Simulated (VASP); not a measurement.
# As2Pt (Sperrylite) (Pa-3) in VASP: notebook, part 2 of 2

VASP 6.6.1.

## (4) Relaxation of the atoms, LDA (a relaxed cell with its volume scaled by 1.04)

Contents of INCAR:

```
SYSTEM = As2Pt
  PREC = Accurate
  ENCUT = 600
  EDIFF = 1E-7
  ISMEAR = 0
  SIGMA = 0.03
  LREAL = .FALSE.
  LASPH = .TRUE.
  NELM = 80
  ALGO = Normal
  ISIF = 2
  LWAVE = .FALSE.
  LCHARG = .FALSE.
  GGA = CA
  IBRION = 2
  NSW = 40
  EDIFFG = -0.01
  KPAR = 4
```

Contents of KPOINTS:

```
Automatic mesh
0
G
  6 6 6
  0 0 0
```

Contents of POSCAR:

```
As2Pt                                   
1.0
    6.0295885435      0.0000000000      0.0000000000
    0.0000000000      6.0295885435      0.0000000000
    0.0000000000      0.0000000000      6.0295885435
  As              Pt            
     8     4
Direct
     0.3830144512340610    0.3830144512340610    0.3830144512340610
     0.1169855487659390    0.6169855487659390    0.8830144512340610
     0.8830144512340610    0.1169855487659390    0.6169855487659390
     0.6169855487659390    0.8830144512340610    0.1169855487659390
     0.6169855487659390    0.6169855487659390    0.6169855487659390
     0.8830144512340610    0.3830144512340610    0.1169855487659390
     0.1169855487659390    0.8830144512340610    0.3830144512340610
     0.3830144512340610    0.1169855487659390    0.8830144512340610
     0.0000000000000000    0.0000000000000000    0.0000000000000000
     0.5000000000000000    0.0000000000000000    0.5000000000000000
     0.5000000000000000    0.5000000000000000    0.0000000000000000
     0.0000000000000000    0.5000000000000000    0.5000000000000000
```

Potentials or basis: VASP PAW LDA potentials, release 64 (As, Pt).

Started as:

```
cat potpaw_LDA.64/As/POTCAR potpaw_LDA.64/Pt/POTCAR > POTCAR
mpirun -np 4 vasp_std > vasp.out
```

OUTCAR:

```text
SYSTEM = As2Pt
   PREC = Accurate
   ENCUT = 600
   EDIFF = 1E-7
   ISMEAR = 0
   LREAL = .FALSE.
   LASPH = .TRUE.
   NELM = 80
   ISIF = 2
   GGA = CA
   IBRION = 2
   NSW = 40
   EDIFFG = -0.01

 ion  position               nearest neighbor table
   1  0.383  0.383  0.383-   5 2.44  10 2.52  11 2.52  12 2.52
   2  0.117  0.617  0.883-   6 2.44   9 2.52  11 2.52  12 2.52
   3  0.883  0.117  0.617-   7 2.44   9 2.52  10 2.52  12 2.52
   4  0.617  0.883  0.117-   8 2.44   9 2.52  10 2.52  11 2.52
   5  0.617  0.617  0.617-   1 2.44  10 2.52  11 2.52  12 2.52
   6  0.883  0.383  0.117-   2 2.44   9 2.52  11 2.52  12 2.52
   7  0.117  0.883  0.383-   3 2.44   9 2.52  10 2.52  12 2.52
   8  0.383  0.117  0.883-   4 2.44   9 2.52  10 2.52  11 2.52
   9  0.000  0.000  0.000-   2 2.52   3 2.52   4 2.52   6 2.52   7 2.52   8 2.52
  10  0.500  0.000  0.500-   1 2.52   3 2.52   4 2.52   5 2.52   7 2.52   8 2.52
  11  0.500  0.500  0.000-   1 2.52   2 2.52   4 2.52   5 2.52   6 2.52   8 2.52
[... 1493 lines left out ...]
     47      10.0079      0.00000
     48      10.0079      0.00000

------------------------ aborting loop because EDIFF is reached ----------------------------------------

  FORCE on cell =-STRESS in cart. coord.  units (eV):
  Direction    XX          YY          ZZ          XY          YZ          ZX
  --------------------------------------------------------------------------------------
  -------------------------------------------------------------------------------------
  Total       -7.9970298     -7.9970298     -7.9970298      0.0000000     -0.0000000     -0.0000000
  in kB      -58.4488899    -58.4488899    -58.4488899      0.0000000     -0.0000000     -0.0000000
  external PRESSURE =     -58.4488899 kB  Pullay stress =       0.0000000 kB

 VOLUME and BASIS-vectors are now :
 -----------------------------------------------------------------------------
  energy-cutoff  :      600.00
  volume of cell :      219.21
      direct lattice vectors                 reciprocal lattice vectors
     6.029588544  0.000000000  0.000000000     0.165848796  0.000000000  0.000000000
     0.000000000  6.029588544  0.000000000     0.000000000  0.165848796  0.000000000
     0.000000000  0.000000000  6.029588544     0.000000000  0.000000000  0.165848796

 POSITION                                       TOTAL-FORCE (eV/Angst)
 -----------------------------------------------------------------------------------
      2.31062      2.31062      2.31062         0.003311      0.003311      0.003311
      0.70417      3.71897      5.32542        -0.003311     -0.003311      0.003311
      5.32542      0.70417      3.71897         0.003311     -0.003311     -0.003311
      3.71897      5.32542      0.70417        -0.003311      0.003311     -0.003311
      3.71897      3.71897      3.71897        -0.003311     -0.003311     -0.003311
      5.32542      2.31062      0.70417         0.003311      0.003311     -0.003311
      0.70417      5.32542      2.31062        -0.003311      0.003311      0.003311
      2.31062      0.70417      5.32542         0.003311     -0.003311      0.003311
      6.02959      0.00000      6.02959        -0.000000      0.000000     -0.000000
      3.01479      0.00000      3.01479        -0.000000      0.000000     -0.000000
      3.01479      3.01479      6.02959        -0.000000      0.000000     -0.000000
      6.02959      3.01479      3.01479        -0.000000      0.000000     -0.000000
 -----------------------------------------------------------------------------------
    total drift:                                0.000000     -0.000000     -0.000000

  FREE ENERGIE OF THE ION-ELECTRON SYSTEM (eV)
  ---------------------------------------------------
  free  energy   TOTEN  =       -79.7685621657 eV

  energy  without entropy=      -79.7685459914  energy(sigma->0) =      -79.76855408

 reached required accuracy - stopping structural energy minimisation
```

OSZICAR:

```text
N       E                     dE             d eps       ncg     rms          rms(c)
DAV:   1     0.457886835703E+03    0.45789E+03   -0.38899E+04  2304   0.167E+03
DAV:   2    -0.488918156047E+02   -0.50678E+03   -0.48588E+03  2656   0.286E+02
DAV:   3    -0.824219719452E+02   -0.33530E+02   -0.32566E+02  2776   0.661E+01
[... 13 lines left out ...]
DAV:   1    -0.797684731938E+02   -0.32147E-03   -0.18007E-02  2448   0.469E-01    0.438E-02
DAV:   2    -0.797685626177E+02   -0.89424E-04   -0.98718E-04  2696   0.979E-02    0.222E-02
DAV:   3    -0.797685627155E+02   -0.97747E-07   -0.14028E-05  2672   0.129E-02    0.149E-02
DAV:   4    -0.797685621667E+02    0.54874E-06   -0.26246E-06  2664   0.646E-03    0.118E-03
DAV:   5    -0.797685621657E+02    0.10450E-08   -0.44915E-07  2128   0.246E-03
   2 F= -.79768562E+02 E0= -.79768554E+02  d E =-.410495E-03
```

CONTCAR:

```text
As2Pt
   1.00000000000000
     6.0295885435000001    0.0000000000000000    0.0000000000000000
     0.0000000000000000    6.0295885435000001    0.0000000000000000
     0.0000000000000000    0.0000000000000000    6.0295885435000001
  As              Pt
     8     4
Direct
     0.3832140774549608    0.3832140774549608    0.3832140774549608
     0.1167859225450392    0.6167859225450392    0.8832140774549608
     0.8832140774549608    0.1167859225450392    0.6167859225450392
     0.6167859225450392    0.8832140774549608    0.1167859225450392
     0.6167859225450392    0.6167859225450392    0.6167859225450392
     0.8832140774549608    0.3832140774549608    0.1167859225450392
     0.1167859225450392    0.8832140774549608    0.3832140774549608
     0.3832140774549608    0.1167859225450392    0.8832140774549608
     1.0000000000000000    0.0000000000000000    1.0000000000000000
     0.5000000000000000    0.0000000000000000    0.5000000000000000
     0.5000000000000000    0.5000000000000000    1.0000000000000000
     1.0000000000000000    0.5000000000000000    0.5000000000000000

  0.00000000E+00  0.00000000E+00  0.00000000E+00
  0.00000000E+00  0.00000000E+00  0.00000000E+00
  0.00000000E+00  0.00000000E+00  0.00000000E+00
  0.00000000E+00  0.00000000E+00  0.00000000E+00
  0.00000000E+00  0.00000000E+00  0.00000000E+00
  0.00000000E+00  0.00000000E+00  0.00000000E+00
  0.00000000E+00  0.00000000E+00  0.00000000E+00
  0.00000000E+00  0.00000000E+00  0.00000000E+00
  0.00000000E+00  0.00000000E+00  0.00000000E+00
  0.00000000E+00  0.00000000E+00  0.00000000E+00
  0.00000000E+00  0.00000000E+00  0.00000000E+00
  0.00000000E+00  0.00000000E+00  0.00000000E+00
```

Wall time 51 s (4 MPI ranks of AMD EPYC 9R45 (Zen 5), shared host); peak memory 0.4 GiB.

What came out:

* Free energy: -79.7686 eV
* Energy gained by relaxing: 0.0 meV/atom
* Ionic steps: 2
* Pressure after relaxing: -5.8 GPa
* Largest force after relaxing: 0.006 eV/Å
* Band gap on the k mesh: 0.12 eV, indirect (least direct gap 0.81 eV)

Forces on the atoms (eV/Å):
```
As   0.003  0.003  0.003
As  -0.003 -0.003  0.003
As   0.003 -0.003 -0.003
As  -0.003  0.003 -0.003
As  -0.003 -0.003 -0.003
As   0.003  0.003 -0.003
As  -0.003  0.003  0.003
As   0.003 -0.003  0.003
Pt   0.000  0.000  0.000
Pt   0.000  0.000  0.000
Pt   0.000  0.000  0.000
Pt   0.000  0.000  0.000
```

Step by step:
```csv
step,energy change (eV),largest force (eV/Å),pressure (GPa)
1,0.0000,0.0432,-5.85
2,-0.0004,0.0057,-5.84
```

Final structure:
```
CELL_PARAMETERS angstrom
6.02959 0.00000 0.00000
0.00000 6.02959 0.00000
0.00000 0.00000 6.02959
ATOMIC_POSITIONS crystal
As 0.38321 0.38321 0.38321
As 0.11679 0.61679 0.88321
As 0.88321 0.11679 0.61679
As 0.61679 0.88321 0.11679
As 0.61679 0.61679 0.61679
As 0.88321 0.38321 0.11679
As 0.11679 0.88321 0.38321
As 0.38321 0.11679 0.88321
Pt 0.00000 0.00000 0.00000
Pt 0.50000 0.00000 0.50000
Pt 0.50000 0.50000 0.00000
Pt 0.00000 0.50000 0.50000
```

Caveat: spin-orbit coupling is left out, which moves the levels of the heavy elements. A k mesh can miss the band edges.

## (5) Relaxation of the atoms, LDA (a relaxed cell with its volume scaled by 1.06)

INCAR is that of step 4.

KPOINTS is that of step 4.

POSCAR: that of step 4 with these lines changed.

```diff
@@ -2,5 +2,5 @@
 1.0
-    6.0295885435      0.0000000000      0.0000000000
-    0.0000000000      6.0295885435      0.0000000000
-    0.0000000000      0.0000000000      6.0295885435
+    6.0679946015      0.0000000000      0.0000000000
+    0.0000000000      6.0679946015      0.0000000000
+    0.0000000000      0.0000000000      6.0679946015
   As              Pt
```

Started as:

```
cat potpaw_LDA.64/As/POTCAR potpaw_LDA.64/Pt/POTCAR > POTCAR
mpirun -np 4 vasp_std > vasp.out
```

Wall time 69 s (4 MPI ranks of AMD EPYC 9R45 (Zen 5), shared host); peak memory 0.41 GiB.

It converged, with:

| Quantity | Value |
| --- | --- |
| Free energy | -79.5830 eV |
| Energy gained by relaxing | 0.1 meV/atom |
| Ionic steps | 3 |
| Pressure after relaxing | -8.2 GPa |
| Band gap on the k mesh | 0.05 eV, indirect (least direct gap 0.71 eV) |

Step by step:
```
step  energy change (eV)  largest force (eV/Å)  pressure (GPa)
   1              0.0000                0.0658           -8.27
   2             -0.0010                0.0117           -8.25
   3             -0.0010                0.0001           -8.24
```

Final structure:
```
As Pt
1.0
     6.06799    0.00000    0.00000
     0.00000    6.06799    0.00000
     0.00000    0.00000    6.06799
As Pt
8 4
Direct
  0.38338 0.38338 0.38338
  0.11662 0.61662 0.88338
  0.88338 0.11662 0.61662
  0.61662 0.88338 0.11662
  0.61662 0.61662 0.61662
  0.88338 0.38338 0.11662
  0.11662 0.88338 0.38338
  0.38338 0.11662 0.88338
  0.00000 0.00000 0.00000
  0.50000 0.00000 0.50000
  0.50000 0.50000 0.00000
  0.00000 0.50000 0.50000
```

Levels at points of the mesh, in eV from the valence-band top:
```csv
k point,band 36,band 37,band 38,band 39,band 40,band 41,band 42,band 43,band 44,band 45
"(0.00, 0.00, 0.00)",-2.40,-2.40,-0.92,-0.92,-0.92,0.54,0.54,0.54,1.68,3.84
"(0.50, 0.00, 0.00)",-1.83,-1.18,-1.18,-0.82,-0.82,1.41,1.41,1.53,1.53,2.56
"(0.50, 0.50, 0.00)",-1.92,-0.53,-0.53,-0.53,-0.53,1.78,1.78,1.78,1.78,2.10
"(0.50, 0.50, 0.50)",-1.00,-0.66,-0.66,-0.66,-0.66,0.05,0.05,0.05,0.05,2.81
```

Caveat: spin-orbit coupling is left out, which moves the levels of the heavy elements. A k mesh can miss the band edges.

## (6) Relaxation of cell and atoms, PBEsol

This run uses another cell than the first one, of 17.70 Å³/atom, 1.008 times its volume.

Contents of INCAR:

```
PREC = Accurate ; ENCUT = 600
EDIFF = 1E-6 ; ISMEAR = 0
SIGMA = 0.03 ; LREAL = F
LASPH = T ; NELM = 80
ALGO = Normal ; ISIF = 3
LWAVE = F ; LCHARG = F
GGA = PS ; IBRION = 2
NSW = 90 ; EDIFFG = -0.01
KPAR = 4
```

Contents of KPOINTS:

```
Automatic mesh
0
Gamma
  6 6 6
```

Contents of POSCAR:

```
As2Pt
1.0
    5.9665000000      0.0000000000      0.0000000000
    0.0000000000      5.9665000000      0.0000000000
    0.0000000000      0.0000000000      5.9665000000
As Pt
8 4
Direct
    0.3830000000      0.3830000000      0.3830000000
    0.1170000000      0.6170000000      0.8830000000
    0.8830000000      0.1170000000      0.6170000000
    0.6170000000      0.8830000000      0.1170000000
    0.6170000000      0.6170000000      0.6170000000
    0.8830000000      0.3830000000      0.1170000000
    0.1170000000      0.8830000000      0.3830000000
    0.3830000000      0.1170000000      0.8830000000
    0.0000000000      0.0000000000      0.0000000000
    0.5000000000      0.0000000000      0.5000000000
    0.5000000000      0.5000000000      0.0000000000
    0.0000000000      0.5000000000      0.5000000000
```

Potentials or basis: VASP PAW PBE potentials, release 64 (As, Pt).

Started as:

```
cat potpaw_PBE.64/As/POTCAR potpaw_PBE.64/Pt/POTCAR > POTCAR
mpirun -np 4 vasp_std > vasp.out
```

It took 2.3 min on 4 MPI ranks of Intel Xeon 6975P-C (Granite Rapids), shared host; peak memory 0.5 GiB.

Results (log left out):

```yaml
Free_energy: -75.3441 eV
Relaxed_volume: 17.85 Å³/atom
Relaxed_cell: a = 5.983 Å, b = 5.983 Å, c = 5.983 Å, α = 90.00°, β = 90.00°, γ = 90.00°
Space_group_after_relaxing_to_0.05_Å: Pa-3 (No. 205)
Energy_gained_by_relaxing: 0.6 meV/atom
Ionic_steps: 5
Pressure_after_relaxing: 0.0 GPa
Band_gap_on_the_k_mesh: 0.26 eV, indirect (least direct gap 1.00 eV)
```

Forces in eV/Å, atoms in the order of the input:
```
As  -0.001 -0.001 -0.001
As   0.001  0.001 -0.001
As  -0.001  0.001  0.001
As   0.001 -0.001  0.001
As   0.001  0.001  0.001
As  -0.001 -0.001  0.001
As   0.001 -0.001 -0.001
As  -0.001  0.001 -0.001
Pt   0.000  0.000  0.000
Pt   0.000  0.000  0.000
Pt   0.000  0.000  0.000
Pt   0.000  0.000  0.000
```

Step by step:
| step | energy change (eV) | largest force (eV/Å) | pressure (GPa) | volume (Å³) |
| --- | --- | --- | --- | --- |
| 1 | 0.0000 | 0.0350 | 1.36 | 212.40 |
| 2 | 0.0105 | 0.0258 | -2.00 | 217.04 |
| 3 | -0.0077 | 0.0105 | 0.00 | 214.21 |
| 4 | -0.0077 | 0.0100 | -0.03 | 214.24 |
| 5 | -0.0077 | 0.0022 | 0.03 | 214.16 |

Final structure:
```cif
data_structure
_symmetry_space_group_name_H-M 'P 1'
_symmetry_Int_Tables_number 1
_cell_length_a 5.9829
_cell_length_b 5.9829
_cell_length_c 5.9829
_cell_angle_alpha 90.000
_cell_angle_beta 90.000
_cell_angle_gamma 90.000
_cell_volume 214.16
loop_
_atom_site_label
_atom_site_type_symbol
_atom_site_fract_x
_atom_site_fract_y
_atom_site_fract_z
_atom_site_occupancy
As1 As 0.38289 0.38289 0.38289 1
As2 As 0.11711 0.61711 0.88289 1
As3 As 0.88289 0.11711 0.61711 1
As4 As 0.61711 0.88289 0.11711 1
As5 As 0.61711 0.61711 0.61711 1
As6 As 0.88289 0.38289 0.11711 1
As7 As 0.11711 0.88289 0.38289 1
As8 As 0.38289 0.11711 0.88289 1
Pt1 Pt 0.00000 0.00000 0.00000 1
Pt2 Pt 0.50000 0.00000 0.50000 1
Pt3 Pt 0.50000 0.50000 0.00000 1
Pt4 Pt 0.00000 0.50000 0.50000 1
```

Levels at points of the mesh, in eV from the valence-band top:
| k point | band 38 | band 39 | band 40 | band 41 | band 42 | band 43 |
| --- | --- | --- | --- | --- | --- | --- |
| (0.00, 0.00, 0.00) | -0.97 | -0.97 | -0.97 | 0.65 | 0.65 | 0.65 |
| (0.50, 0.00, 0.00) | -1.25 | -0.83 | -0.83 | 1.47 | 1.47 | 1.65 |
| (0.50, 0.50, 0.00) | -0.59 | -0.59 | -0.59 | 1.96 | 1.96 | 1.96 |
| (0.50, 0.50, 0.50) | -0.74 | -0.74 | -0.74 | 0.26 | 0.26 | 0.26 |

Caveat: the PAW data sets were made with another functional, which shifts forces and pressure a little; spin-orbit coupling is left out, which moves the levels of the heavy elements. A k mesh can miss the band edges.

## (7) The runs side by side

```csv
task,level,potentials or basis,cell,gap on the mesh (eV),pressure (GPa)
relaxation of the atoms,LDA,"VASP PAW LDA potentials, release 64 (As, Pt)",atoms relaxed,0.29,0.0
relaxation of the atoms,LDA,"VASP PAW LDA potentials, release 64 (As, Pt)",atoms relaxed from: a relaxed cell with its volume scaled by 1.02,0.20,-3.1
relaxation of the atoms,LDA,"VASP PAW LDA potentials, release 64 (As, Pt)",atoms relaxed from: a relaxed cell with its volume scaled by 1.04,0.12,-5.8
relaxation of the atoms,LDA,"VASP PAW LDA potentials, release 64 (As, Pt)",atoms relaxed from: a relaxed cell with its volume scaled by 1.06,0.05,-8.2
relaxation of cell and atoms,PBEsol,"VASP PAW PBE potentials, release 64 (As, Pt)",relaxed,0.26,0.0
```

Alike in all rows: no spin polarisation; k mesh 6 × 6 × 6; cutoff (eV) 600; smearing gaussian 0.03 eV.

Caveats: spin-orbit coupling is left out, which moves the levels of the heavy elements; the relaxation stopped at its first step, so nothing moved (some runs); the PAW data sets were made with another functional, which shifts forces and pressure a little (some runs).

Total energies depend on the potentials used, so only differences within one code and one set of settings carry meaning.
